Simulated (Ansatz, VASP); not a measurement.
**Two plane-wave programs on Li**

```
CELL_PARAMETERS angstrom
-1.71581 1.71581 1.71581
1.71581 -1.71581 1.71581
1.71581 1.71581 -1.71581
ATOMIC_POSITIONS crystal
Li 0.00000 0.00000 0.00000
```

Alike in both runs: task relaxation of cell and atoms; functional PBEsol; k mesh 16 × 16 × 16; occupations gaussian, width 0.1 eV; no spin polarisation.

```csv
,VASP,Ansatz
version,VASP 6.6.1,Ansatz 0.2.0
potentials or method,"VASP PAW PBE potentials, release 64 (Li_sv)","scalar-relativistic, plane waves, PAW"
plane-wave cutoff (eV),600,420
valence electrons in the cell,3,3
```

Ansatz gave:

| Item | Value |
| --- | --- |
| gap on the k mesh at the Fermi level, each at its own relaxed structure (eV) | none |
| relaxed volume (Å³/atom) | 20.21 |
| relaxed cell length with the largest relative difference (Å) | 2.972 |

Task: Which values does VASP return?

Result: gap on the k mesh at the Fermi level, each at its own relaxed structure (eV): none; relaxed volume (Å³/atom): 20.02; relaxed cell length with the largest relative difference (Å): 2.963.

A gap of «none» marks a metal or a gap that the smearing closes.

Caveats: the cutoff is under 1.25 times the usual one of these potentials, so pressure, stress and relaxed cells hold a basis-set (Pulay) error (VASP); the PAW data sets were made with another functional, which shifts forces and pressure a little (VASP).
